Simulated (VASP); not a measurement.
VASP 6.6.1 run: GaSb

INCAR

```
IBRION = -1
GGA = PE
ISIF = 2
SIGMA = 0.02
LCHARG = .FALSE.
EDIFF = 1E-7
ISMEAR = -1
NELM = 120
NSW = 0
LASPH = .TRUE.
LWAVE = .FALSE.
ENCUT = 520
PREC = Accurate
LREAL = .FALSE.
MAXMIX = 5
NELECT = 17
NBANDS = 16
```

KPOINTS

```
KPOINTS created by Atomic Simulation Environment
0
Gamma
8 8 8
0 0 0
```

POSCAR

```
Ga Sb
 1.0000000000000000
    -0.0000000000000000    3.0658848221435004    3.0658848221435004
     3.0658848221435004    0.0000000000000000    3.0658848221435004
     3.0658848221435004    3.0658848221435004    0.0000000000000000
 Ga  Sb
   1   1
Cartesian
  0.0000000000000000 -0.0000000000000000  0.0000000000000000
  1.5329424110717502  1.5329424110717502  1.5329424110717502
```

The recommended PBE PAW datasets give the neutral cell 18 valence electrons.

Command

```
mpirun -np 1 vasp_std
```

OSZICAR

```
N       E                     dE             d eps       ncg     rms          rms(c)
DAV:   1     0.728634495430E+02    0.72863E+02   -0.76035E+03   936   0.123E+03
DAV:   2    -0.464943423560E+01   -0.77513E+02   -0.74417E+02  1112   0.286E+02
DAV:   3    -0.108443053329E+02   -0.61949E+01   -0.61783E+01  1096   0.626E+01
DAV:   4    -0.109589226615E+02   -0.11462E+00   -0.11458E+00  1192   0.964E+00
DAV:   5    -0.109615734604E+02   -0.26508E-02   -0.26508E-02  1200   0.129E+00    0.293E+00
DAV:   6    -0.111211265888E+02   -0.15955E+00   -0.34676E-01  1128   0.617E+00    0.141E+00
DAV:   7    -0.111264122697E+02   -0.52857E-02   -0.14583E-02  1064   0.803E-01    0.514E-01
DAV:   8    -0.111277367539E+02   -0.13245E-02   -0.20794E-03  1112   0.288E-01    0.809E-02
DAV:   9    -0.111278298768E+02   -0.93123E-04   -0.11897E-04  1272   0.101E-01    0.494E-02
DAV:  10    -0.111278358937E+02   -0.60170E-05   -0.89348E-06  1168   0.211E-02    0.116E-02
DAV:  11    -0.111278362232E+02   -0.32946E-06   -0.77557E-07  1176   0.113E-02    0.694E-03
DAV:  12    -0.111278364806E+02   -0.25743E-06   -0.66277E-07  1088   0.549E-03    0.141E-03
DAV:  13    -0.111278364509E+02    0.29699E-07   -0.11121E-07  1056   0.370E-03
   1 F= -.11127836E+02 E0= -.11126613E+02  d E =-.244651E-02
```

From OUTCAR

```
k-points           NKPTS =     29   k-points in BZ     NKDIM =     29   number of bands    NBANDS=     16

   NELECT =      17.0000    total number of electrons

   dimension x,y,z NGX =    32 NGY =   32 NGZ =   32
   dimension x,y,z NGXF=    64 NGYF=   64 NGZF=   64

  energy-cutoff  :      520.00
  volume of cell :       57.64
      direct lattice vectors                 reciprocal lattice vectors
     0.000000000  3.065884822  3.065884822    -0.163085057  0.163085057  0.163085057
     3.065884822  0.000000000  3.065884822     0.163085057 -0.163085057  0.163085057
     3.065884822  3.065884822  0.000000000     0.163085057  0.163085057 -0.163085057

 k-points in reciprocal lattice and weights: KPOINTS created by Atomic Simulation Env
   0.00000000  0.00000000  0.00000000       0.002
   0.12500000  0.00000000  0.00000000       0.016
   0.25000000  0.00000000  0.00000000       0.016
   0.37500000  0.00000000  0.00000000       0.016
   0.50000000  0.00000000  0.00000000       0.008
   0.12500000  0.12500000  0.00000000       0.012
   0.25000000  0.12500000  0.00000000       0.047
   0.37500000  0.12500000  0.00000000       0.047
   ...

 E-fermi :   3.3442

 k-point     1 :       0.0000    0.0000    0.0000
  band No.  band energies     occupation
      1     -10.4433      2.00000
      2     -10.4433      2.00000
      3     -10.4433      2.00000
      4     -10.3908      2.00000
      5     -10.3908      2.00000
      6      -6.6884      2.00000
      7       4.6637      0.00000
      8       4.6781      0.00000
      9       4.6781      0.00000
     10       4.6781      0.00000
     11       7.7595      0.00000
     12       7.7595      0.00000
     13       7.7595      0.00000
     14      11.2481      0.00000
     15      13.5764      0.00000
     16      13.5764      0.00000

 k-point     2 :       0.1250    0.0000    0.0000
  band No.  band energies     occupation
      1     -10.4474      2.00000
      2     -10.4416      2.00000
      3     -10.4416      2.00000
      4     -10.3910      2.00000
      5     -10.3910      2.00000
      6      -6.5348      2.00000
      7       2.7054      2.00000
      8       4.4524      0.00000
      9       4.4524      0.00000
     10       5.7853      0.00000
     11       8.0800      0.00000
     12       8.0800      0.00000
     13       8.3431      0.00000
     14      11.9884      0.00000
     15      12.9348      0.00000
     16      12.9348      0.00000

 k-point     3 :       0.2500    0.0000    0.0000
  band No.  band energies     occupation
      1     -10.4572      2.00000
      2     -10.4378      2.00000
      3     -10.4378      2.00000
      4     -10.3912      2.00000
      5     -10.3912      2.00000
      6      -6.1005      2.00000
      7       0.7616      2.00000
      8       4.0360      0.00000
      9       4.0360      0.00000
     10       5.6862      0.00000
     11       8.6004      0.00000
     12       8.6004      0.00000
     13      10.0712      0.00000
     14      12.6309      0.00000
     15      12.7252      0.00000
     16      12.7252      0.00000

 ...

  Total       -8.0796072     -8.0796072     -8.0796072     -0.0000000      0.0000000     -0.0000000
  in kB     -224.5966781   -224.5966781   -224.5966781     -0.0000000      0.0000000     -0.0000000
  external PRESSURE =    -224.5966781 kB  Pullay stress =       0.0000000 kB

 POSITION                                       TOTAL-FORCE (eV/Angst)
 -----------------------------------------------------------------------------------
      0.00000      0.00000      0.00000        -0.000000     -0.000000     -0.000000
      1.53294      1.53294      1.53294         0.000000      0.000000      0.000000
 -----------------------------------------------------------------------------------
    total drift:                                0.000002      0.000002      0.000002

  FREE ENERGIE OF THE ION-ELECTRON SYSTEM (eV)
  ---------------------------------------------------
  free  energy   TOTEN  =       -11.1278364509 eV

  energy  without entropy=      -11.1253899383  energy(sigma->0) =      -11.12661319
```

It converged. Results: pressure -22.5 GPa.

The cell is charged and sits in a uniform background.

For comparison, a separate PBE run of the intended cell, on usual settings and not on those above, gives a gap of 0.00 eV on its mesh and a pressure of 2.1 GPa.

The run above took about 17 s on one core of a shared host (Intel Xeon Platinum 8488C) and held 0.18 GiB at most.
